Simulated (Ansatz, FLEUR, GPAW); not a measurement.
## CaO: 3 runs at one level of theory

```
Ca O
1.0
     0.00000    2.40356    2.40356
     2.40356    0.00000    2.40356
     2.40356    2.40356    0.00000
Ca O
1 1
Direct
  0.00000 0.00000 0.00000
  0.50000 0.50000 0.50000
```

The cell is a database's computed one, not the measured one.

Alike in all runs: task band structure; functional RPBE; k mesh 10 × 10 × 10; occupations fermi-dirac, width 0.05 eV; no spin polarisation; no spin-orbit coupling. Pressure is positive in compression and, in plane waves, holds the error of the finite cutoff. Gaps are the smaller of the mesh's and the band path's.

```
                                                    program and potentials  plane-wave cutoff (eV)  notes  band gap (eV)  pressure (GPa)
                            Ansatz, all-electron LAPW, scalar-relativistic                       -      -           3.76            5.37
                                                FLEUR, all-electron, FLAPW                       -      -           3.93               -
GPAW, the program's PAW data sets (release 1.2.1) made for this functional                     800      -           3.80            5.90
```

The band gap spans 3.76 (Ansatz, all-electron LAPW, scalar-relativistic) to 3.93 eV (FLEUR, all-electron, FLAPW), with all-electron results at 3.76 to 3.93. The pressure spans 5.37 (Ansatz, all-electron LAPW, scalar-relativistic) to 5.90 GPa (GPAW, the program's PAW data sets (release 1.2.1) made for this functional), with all-electron results at 5.37.

Differences between rows come from potentials, basis sets and numerical settings, since the functional is the same but for its coding. Runs on potential files found faulty are left out.
